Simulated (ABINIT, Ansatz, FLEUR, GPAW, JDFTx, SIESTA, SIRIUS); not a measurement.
## One calculation of Ti, 7 ways

```
CELL_PARAMETERS angstrom
2.95000 0.00000 0.00000
-1.47500 2.55477 0.00000
0.00000 0.00000 4.68000
ATOMIC_POSITIONS crystal
Ti 0.68616 0.32688 0.74849
Ti 0.33797 0.67291 0.24873
```

Atoms were shifted at random by some hundredths of an Å from the given cell, which wasn't relaxed again for these runs.

Alike in all runs: task single point; functional PBEsol; k mesh 10 × 10 × 6; occupations fermi-dirac, width 0.05 eV; no spin polarisation; no spin-orbit coupling. Pressure is positive in compression and, in plane waves, holds the error of the finite cutoff.

```json
{"program and potentials": "JDFTx, PseudoDojo-SR-PBEsol-0.4.1-standard with smoothed tails", "plane-wave cutoff (eV)": "1143", "notes": "-", "band gap (eV)": "no gap", "pressure (GPa)": "-5.67", "largest force (eV/Å)": "0.102", "energy over the undisturbed cell (meV/atom)": "1.96"}
{"program and potentials": "ABINIT, PseudoDojo NC SR PBEsol v0.4.1 standard", "plane-wave cutoff (eV)": "1143", "notes": "-", "band gap (eV)": "no gap", "pressure (GPa)": "-5.67", "largest force (eV/Å)": "0.102", "energy over the undisturbed cell (meV/atom)": "-"}
{"program and potentials": "SIRIUS, PseudoDojo 0.4.1 PBEsol standard (scalar relativistic)", "plane-wave cutoff (eV)": "1152", "notes": "-", "band gap (eV)": "no gap", "pressure (GPa)": "-5.67", "largest force (eV/Å)": "0.102", "energy over the undisturbed cell (meV/atom)": "-"}
{"program and potentials": "GPAW, PAW data sets generated for this functional", "plane-wave cutoff (eV)": "600", "notes": "-", "band gap (eV)": "no gap", "pressure (GPa)": "-6.19", "largest force (eV/Å)": "0.103", "energy over the undisturbed cell (meV/atom)": "1.97"}
{"program and potentials": "Ansatz, all-electron LAPW, scalar-relativistic", "plane-wave cutoff (eV)": "-", "notes": "-", "band gap (eV)": "no gap", "pressure (GPa)": "-5.73", "largest force (eV/Å)": "0.102", "energy over the undisturbed cell (meV/atom)": "-"}
{"program and potentials": "SIESTA, files PseudoDojo sr-pbesol-0.4.1-standard, DZP (energy shift 0.003 Ry; two zetas on semicore shells)", "plane-wave cutoff (eV)": "-", "notes": "atomic basis", "band gap (eV)": "no gap", "pressure (GPa)": "-5.54", "largest force (eV/Å)": "0.107", "energy over the undisturbed cell (meV/atom)": "2.02"}
{"program and potentials": "FLEUR, all-electron, FLAPW", "plane-wave cutoff (eV)": "-", "notes": "-", "band gap (eV)": "no gap", "pressure (GPa)": "-", "largest force (eV/Å)": "0.102", "energy over the undisturbed cell (meV/atom)": "1.96"}
```

Force on atom 1 (Ti), eV/Å:

```tsv
program and potentials	x	y	z
JDFTx, PseudoDojo-SR-PBEsol-0.4.1-standard with smoothed tails	-0.091	0.046	0.003
ABINIT, PseudoDojo NC SR PBEsol v0.4.1 standard	-0.091	0.046	0.003
SIRIUS, PseudoDojo 0.4.1 PBEsol standard (scalar relativistic)	-0.091	0.046	0.003
GPAW, PAW data sets generated for this functional	-0.091	0.047	0.003
Ansatz, all-electron LAPW, scalar-relativistic	-0.090	0.046	0.003
SIESTA, files PseudoDojo sr-pbesol-0.4.1-standard, DZP (energy shift 0.003 Ry; two zetas on semicore shells)	-0.096	0.048	0.004
FLEUR, all-electron, FLAPW	-0.090	0.046	0.003
```

None finds a gap. The pressure spans -6.19 (GPAW, PAW data sets generated for this functional) to -5.54 GPa (SIESTA, files PseudoDojo sr-pbesol-0.4.1-standard, DZP (energy shift 0.003 Ry; two zetas on semicore shells)), with all-electron results at -5.73. Rows in atomic bases carry the error of their basis and grid, which can be large.

The functional is the same throughout but for its coding, so the spread measures potentials, basis and numerics; runs on potential files found faulty are left out.
